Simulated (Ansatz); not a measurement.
Wanted: the native input for an Ansatz 0.2.0 run.

* Task: band structure
* Functional: HF
* Potentials or basis: Ansatz PAW
* Cutoff: 420 eV (not typed: the program's choice for these potentials)
* k mesh: 5 × 5 × 5
* Occupations: fermi-dirac, width 0.05 eV
* Spin: no spin polarisation
* Path: [["G", "X", "W", "K", "G", "L", "U", "W", "L", "K"], ["U", "X"]]
* Points for each segment of the path: 4

Crystal: MgS (Niningerite).

```
S Mg
1.0
     0.00000    2.60165    2.60165
     2.60165    0.00000    2.60165
     2.60165    2.60165    0.00000
S Mg
1 1
Direct
  0.50000 0.50000 0.50000
  0.00000 0.00000 0.00000
```

The input as run:

input

```
crystal:
  lattice:
    - [0.0, 2.60165, 2.60165]
    - [2.60165, 0.0, 2.60165]
    - [2.60165, 2.60165, 0.0]
  atoms:
    - { symbol: S, position: [0.5, 0.5, 0.5] }
    - { symbol: Mg, position: [0.0, 0.0, 0.0] }
hamiltonian:
  xc: hf
  pseudopotentials: { kind: paw }
kpoints:
  mp_grid: { grid: [5, 5, 5] }
  band_path:
    path:
      - [[0.0, 0.0, 0.0], [0.5, 0.0, 0.5], [0.5, 0.25, 0.75], [0.375, 0.375, 0.75], [0.0, 0.0, 0.0], [0.5, 0.5, 0.5], [0.625, 0.25, 0.625], [0.5, 0.25, 0.75], [0.5, 0.5, 0.5], [0.375, 0.375, 0.75]]
      - [[0.625, 0.25, 0.625], [0.5, 0.0, 0.5]]
    npoints: 4
scf:
  occupations: { method: fermi_dirac, width: 0.05 }
  n_extra_bands: 6
output:
  forces: true
  stress: true
  eigenvalues: true
  fatbands: false
```

Results of the run:

| Property | Result |
| --- | --- |
| Pressure | 4.0 GPa |
| Band gap along the path | 10.35 eV, indirect (least direct gap 11.77 eV) |

Caveat: the PAW data sets come from PBE, with cores solved anew for the run's functional, which leaves a small shift of forces and pressure; the thresholds are loose for stress.

Run time: 21 s on 1 × NVIDIA H100 80GB HBM3 with 2 threads of AMD EPYC 7R13 Processor (Zen 3), with other jobs on the host, peak memory 1.5 GiB.
